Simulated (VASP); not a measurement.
The system is Al2O3.

```xyz
10
Lattice="2.3803 1.3742 4.3319 -2.3803 1.3742 4.3319 0.0000 -2.7485 4.3319" Properties=species:S:1:pos:R:3 pbc="T T T"
Al    0.0000    0.0000    4.5765
Al    0.0000    0.0000    1.9213
Al    0.0000    0.0000    8.4191
Al    0.0000    0.0000   11.0743
O    -0.9203    1.3742    7.5808
O    -0.7300   -1.4841    7.5808
O     1.6503    0.1099    7.5808
O     0.9203   -1.3742    5.4148
O     0.7300    1.4841    5.4148
O    -1.6503   -0.1099    5.4148
```

The cell isn't the ideal one: cell-pbe.

* Program: VASP 6.6.1
* Task: relaxation of cell and atoms
* Functional: PBE
* Potentials or basis: VASP PAW PBE potentials, release 64 (Al, O)
* Cutoff: 600 eV
* k mesh: 6 × 6 × 6
* Occupations: gaussian, width 0.01 eV
* Spin: no spin polarisation

At the start: pressure 6.8 GPa; volume 8.50 Å³/atom.

Q: Where does the relaxation end?

A: Over 7 steps the energy falls by 5.1 meV/atom and the volume is 8.75 Å³/atom (+2.9 %); space group R-3c (No. 167, to 0.05 Å).

The path:
| step | energy change (eV) | largest force (eV/Å) | pressure (GPa) | volume (Å³) |
| --- | --- | --- | --- | --- |
| 1 | 0.0000 | 0.0278 | 6.85 | 85.02 |
| 2 | -0.0143 | 0.0473 | -5.35 | 89.57 |
| 3 | -0.0505 | 0.0372 | -0.06 | 87.44 |
| 4 | -0.0505 | 0.0368 | 0.09 | 87.39 |
| 5 | -0.0507 | 0.0032 | 0.10 | 87.40 |
| 6 | -0.0507 | 0.0031 | 0.10 | 87.40 |
| 7 | -0.0507 | 0.0022 | -0.06 | 87.47 |

Final structure:
```
Al O
1.0
     2.40319    1.38748    4.37196
    -2.40319    1.38748    4.37196
     0.00000   -2.77496    4.37196
Al O
4 6
Direct
  0.35215 0.35215 0.35215
  0.14785 0.14785 0.14785
  0.64785 0.64785 0.64785
  0.85215 0.85215 0.85215
  0.55617 0.94383 0.25000
  0.25000 0.55617 0.94383
  0.94383 0.25000 0.55617
  0.44383 0.05617 0.75000
  0.75000 0.44383 0.05617
  0.05617 0.75000 0.44383
```
